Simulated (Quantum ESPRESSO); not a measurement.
The system is InPd.

```
CELL_PARAMETERS angstrom
3.27188 0.00000 0.00000
0.00000 3.27188 0.00000
0.00000 0.00000 3.27188
ATOMIC_POSITIONS crystal
In 0.00000 0.00000 0.00000
Pd 0.50000 0.50000 0.50000
```

The cell comes from a database or a generator and needn't be the stable form of this composition.

| Property | Result |
| --- | --- |
| Program | Quantum ESPRESSO 7.5 |
| Task | phonons and electron-phonon coupling |
| Functional | PBEsol |
| Potentials or basis | GBRV 1.5 PBEsol |
| Cutoff | 762 eV |
| Density cutoff | 6095 eV |
| k mesh | 6 × 6 × 6 |
| Occupations | methfessel-paxton, width 0.272 eV |
| Spin | no spin polarisation |
| Mixing beta | 0.5 |
| Most SCF iterations | 120 |
| SCF threshold | 4e-10 Ry |
| q mesh | 2 × 2 × 2 |

The cell and the atoms were relaxed first, to 17.09 Å³/atom (a = 3.245 Å, b = 3.245 Å, c = 3.245 Å, α = 90.00°, β = 90.00°, γ = 90.00°), and the response was taken there.

What are the zero-point energy, and the vibrational entropy and heat capacity at 298.15 K?

Zero-point energy 20.6 meV/atom; entropy 5.14 k_B/atom (42.7 J/(K·mol of atoms)); Cv 2.92 k_B/atom, 97 % of the classical limit. These are harmonic values without the electrons' part.

Phonon frequencies at the corners of the path (cm⁻¹, interpolated; i marks imaginary ones):
```
point              frequencies
    Γ        0 0 0 145 145 145
    X    86 86 105 105 113 164
    M    53 53 102 106 176 176
    R  112 112 112 151 151 151
```

Harmonic thermodynamics per atom at this volume (zero-point energy 20.6 meV, Debye temperature from the second moment 219 K):
```
 T (K)  free energy (meV)  entropy (k_B)  heat capacity Cv (k_B)
    50               19.6           0.79                    1.44
   100               13.2           2.15                    2.40
   200              -14.0           3.99                    2.83
298.15              -52.9           5.14                    2.92
   500             -156.7           6.67                    2.97
   800             -348.5           8.07                    2.99
```

Phonon states per cell in windows of 10 cm⁻¹ (negative: imaginary):
```csv
from (cm⁻¹),total,In,Pd
0,0.00,0.00,0.00
10,0.01,0.00,0.00
20,0.03,0.01,0.01
30,0.07,0.03,0.04
40,0.15,0.06,0.09
50,0.35,0.13,0.21
60,0.48,0.18,0.30
70,0.65,0.21,0.44
80,0.33,0.09,0.24
90,0.62,0.13,0.49
100,0.41,0.10,0.31
110,0.29,0.22,0.07
120,0.44,0.32,0.12
130,0.41,0.28,0.13
140,0.30,0.20,0.10
150,0.46,0.31,0.15
160,0.84,0.61,0.23
170,0.17,0.11,0.06
```

A q mesh this small can miss soft modes between its points.

Caveat: the k mesh is coarse; the mesh is thin for the phonons of a metal; λ from interpolated matrix elements is rough: modes that symmetry makes equal can differ by tens of percent; the q mesh is small, so phonon branches between its points and thermal values are rough.
